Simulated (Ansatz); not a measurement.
A run of Ansatz 0.2.0 is set up as follows.

Contents of input.yaml:

```yaml
crystal:
  lattice:
    - [0.0, 2.877304, 2.877304]
    - [2.877304, 0.0, 2.877304]
    - [2.877304, 2.877304, 0.0]
  atoms:
    - { symbol: In, position: [0.5, 0.5, 0.5] }
    - { symbol: As, position: [0.0, 0.0, 0.0] }
hamiltonian:
  xc: pbe
  pseudopotentials: { kind: paw }
kpoints:
  mp_grid: { grid: [8, 8, 8] }
scf:
  occupations: { method: gaussian, width: 0.025 }
output:
  forces: true
  stress: true
  eigenvalues: true
```

Potentials or basis: Ansatz PAW.

Run with:

```sh
$ ansatz run input.yaml --threads 2 --pin off --max-ram 5632MiB --backend cpu --events-out ev --progress --plain --runs-dir out
```

Problem. Predict the pressure.

Solution. 0.0 GPa.

Problem. Predict the band gap on the k mesh.

Solution. None (metal or under the smearing width).
